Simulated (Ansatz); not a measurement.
Molecular dynamics on a 2×2×2 supercell (16 atoms) of BaS (rocksalt), relaxed with r2SCAN. Forces come from PBE in Ansatz: Langevin thermostat and barostat (NPT), 100 K, steps of 1 fs. Computed, non-magnetic; the trajectory is short and the cell small, so nothing here is a converged average.

```yaml
crystal:
  lattice:
    - [0.0, 6.4235917478, 6.4235917478]
    - [6.4235917478, 0.0, 6.4235917478]
    - [6.4235917478, 6.4235917478, 0.0]
  atoms:
    - { symbol: Ba, position: [0.0, 0.0, 0.0] }
    - { symbol: S, position: [0.25, 0.25, 0.25] }
    - { symbol: Ba, position: [0.0, 0.0, 0.5] }
    - { symbol: S, position: [0.25, 0.25, 0.75] }
    - { symbol: Ba, position: [0.0, 0.5, 0.0] }
    - { symbol: S, position: [0.25, 0.75, 0.25] }
    - { symbol: Ba, position: [0.0, 0.5, 0.5] }
    - { symbol: S, position: [0.25, 0.75, 0.75] }
    - { symbol: Ba, position: [0.5, 0.0, 0.0] }
    - { symbol: S, position: [0.75, 0.25, 0.25] }
    - { symbol: Ba, position: [0.5, 0.0, 0.5] }
    - { symbol: S, position: [0.75, 0.25, 0.75] }
    - { symbol: Ba, position: [0.5, 0.5, 0.0] }
    - { symbol: S, position: [0.75, 0.75, 0.25] }
    - { symbol: Ba, position: [0.5, 0.5, 0.5] }
    - { symbol: S, position: [0.75, 0.75, 0.75] }
kpoints:
  mp_grid: { grid: [2, 2, 2] }
hamiltonian:
  xc: pbe
scf:
  occupations: { method: fermi_dirac, width: 0.02 }
md:
  ensemble: npt_langevin
  temperature: 100
  timestep: 1.0
  n_steps: 30
  initial_velocities: maxwell_boltzmann
  seed: 9739
```

Command: `ansatz run input.yaml --threads 4 --pin off --max-ram 3686MiB --backend cpu --events-out ev --progress --plain --runs-dir out`.

Problem. It ran on 4 threads of Arm Neoverse V1 (shared host), load about 0.8 per core. About how long did it take, and what peak of host memory did it reach?

Solution. About 2.4 min, with a peak of 1.6 GiB.

```
step  t (fs)  T (K)  free energy F from step 0 (meV/atom)  kinetic energy (meV/atom)  pressure (GPa)  volume (Å³/atom)  largest force (eV/Å)
   0       0     94                                   0.0                       12.1            0.16             33.13                  0.00
   1       1     91                                   0.0                       11.8            0.16             33.13                  0.02
   2       2     90                                   0.0                       11.6            0.17             33.13                  0.03
   3       3     85                                   0.1                       11.0            0.17             33.13                  0.05
   4       4     82                                   0.1                       10.5            0.17             33.13                  0.07
   5       5     81                                   0.2                       10.5            0.17             33.12                  0.09
   6       6     82                                   0.3                       10.6            0.17             33.12                  0.10
   7       7     85                                   0.4                       10.9            0.17             33.13                  0.12
   8       8     86                                   0.5                       11.1            0.17             33.13                  0.13
   9       9     94                                   0.7                       12.2            0.18             33.13                  0.15
  10      10     82                                   0.8                       10.7            0.18             33.12                  0.16
  11      11     74                                   1.0                        9.6            0.18             33.12                  0.18
  12      12     68                                   1.1                        8.8            0.17             33.13                  0.19
  13      13     67                                   1.3                        8.6            0.16             33.14                  0.20
  14      14     68                                   1.4                        8.8            0.15             33.15                  0.21
  15      15     72                                   1.6                        9.3            0.13             33.16                  0.22
  16      16     70                                   1.8                        9.0            0.13             33.17                  0.23
  17      17     72                                   2.0                        9.4            0.13             33.17                  0.25
  18      18     76                                   2.2                        9.8            0.13             33.17                  0.26
  19      19     76                                   2.4                        9.8            0.13             33.17                  0.27
  20      20     76                                   2.7                        9.8            0.13             33.17                  0.28
  21      21     79                                   2.9                       10.2            0.14             33.17                  0.29
  22      22     77                                   3.2                        9.9            0.15             33.16                  0.30
  23      23     73                                   3.4                        9.4            0.15             33.16                  0.31
  24      24     69                                   3.7                        8.9            0.15             33.16                  0.32
  25      25     66                                   3.9                        8.5            0.15             33.16                  0.33
  26      26     55                                   4.2                        7.1            0.15             33.16                  0.34
  27      27     58                                   4.4                        7.4            0.15             33.17                  0.35
  28      28     60                                   4.7                        7.7            0.15             33.17                  0.37
  29      29     53                                   4.9                        6.9            0.16             33.16                  0.38
  30      30     57                                   5.2                        7.4            0.16             33.16                  0.39
```

The temperature starts at 94 K, is lowest at step 29 (53 K, 29 fs) and ends at 57 K. The thermostat hasn't had time to restore it. The atoms start on their lattice sites with kinetic energy alone, so much of it first passes into potential energy.

Positions (Å) and forces (eV/Å) at step 30:
```
cell (Å): 0.000 6.425 6.425; 6.425 0.000 6.425; 6.425 6.425 0.000
Ba  -0.003  -0.002  -0.017     0.077   0.112   0.020
S    3.155   3.137   3.268     0.219   0.299  -0.106
Ba   3.195   3.226   0.001     0.000  -0.043  -0.053
S    6.465   6.455   3.223    -0.189  -0.149  -0.044
Ba   3.205   0.011   3.202     0.086  -0.198   0.036
S    6.453   3.222   6.440    -0.137   0.024  -0.071
Ba   6.404   3.223   3.226     0.121  -0.083   0.001
S    9.698   6.412   6.385    -0.164   0.068   0.210
Ba   0.020   3.215   3.244    -0.215   0.038  -0.151
S    3.261   6.461   6.494    -0.125  -0.139  -0.313
Ba   3.232   6.387   3.202    -0.073   0.170   0.019
S    6.380   9.683   6.435     0.142  -0.099   0.068
Ba   3.178   3.202   6.410     0.138   0.024   0.228
S    6.410   6.415   9.619     0.175   0.090   0.030
Ba   6.404   6.440   6.396     0.103  -0.039   0.150
S    9.665   9.615   9.645    -0.155  -0.073  -0.024
```
